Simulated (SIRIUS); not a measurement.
Runs of SIRIUS 7.12.0 on SiC (Moissanite). Symmetry: P6_3mc, No. 186, hexagonal system. Conventional cell: a = 3.076 Å, b = 3.076 Å, c = 5.048 Å, α = 90.00°, β = 90.00°, γ = 120.00°. Around Si (site symmetry 3m) lie 4 C at 1.87 to 1.94 Å. C (site symmetry 3m) has 4 Si at 1.87 to 1.94 Å as nearest neighbours. 

| task | level | potentials or basis | k mesh | energy tol | density tol | mixer | mixing beta | max scf | mesh quality | gap on the mesh (eV) | pressure (GPa) | V0 of scaled cells (Å³/atom) | B0 (GPa) | largest force (eV/Å) |
| --- | --- | --- | --- | --- | --- | --- | --- | --- | --- | --- | --- | --- | --- | --- |
| single point | PBEsol | PseudoDojo 0.4.1 PBEsol standard (scalar relativistic) | 10 × 10 × 5 | 1e-08 Ha | 1e-06 | anderson | 0.7 | 100 | not flagged | 2.33 | (c) | - | - | 0.76 |
| band structure | LDA | PseudoDojo 0.4.1 PBE standard (scalar relativistic) | 4 × 4 × 2 | 1e-08 Ha | 1e-06 | anderson | 0.7 | 100 | coarse | - | 1.3 | - | - | 0.69 |
| equation of state | PBE | PseudoDojo 0.4.1 PBE standard (scalar relativistic) | 10 × 10 × 5 | - | - | - | - | - | not flagged | - | - | 10.52 | 212 | - |
| single point | PBE | PseudoDojo 0.4.1 PBE standard (scalar relativistic) | 10 × 10 × 5 | 1e-08 Ha | 1e-06 | anderson | 0.7 | 100 | not flagged | 2.49 | 3.7 | - | - | 0.76 |
| equation of state | PBEsol | PseudoDojo 0.4.1 PBEsol standard (scalar relativistic) | 10 × 10 × 5 | - | - | - | - | - | not flagged | - | - | 10.36 | (b) | - |
| band structure | PBEsol | PseudoDojo 0.4.1 PBE standard (scalar relativistic) | 4 × 4 × 2 | 1e-08 Ha | 1e-06 | anderson | 0.7 | 100 | coarse | - | (a) | - | - | 0.69 |

Alike in all rows: no spin polarisation; cell as given; cutoff (eV) 1127; smearing fermi-dirac 0.05 eV.

Problem. Estimate the missing entries.

Solution. (a) 1.6; (b) 221; (c) 0.3.

Caveats: some runs use coarse meshes; an odd mesh through Γ misses points on the zone boundary, where band edges often lie (some runs); the potentials were made for another functional, which shifts forces and pressure (some runs); the cell was scaled at fixed shape and fractional positions, which overstates the stiffness of a crystal with free parameters, most of all of layers and chains (some runs).

Not every run made on this cell is shown here.
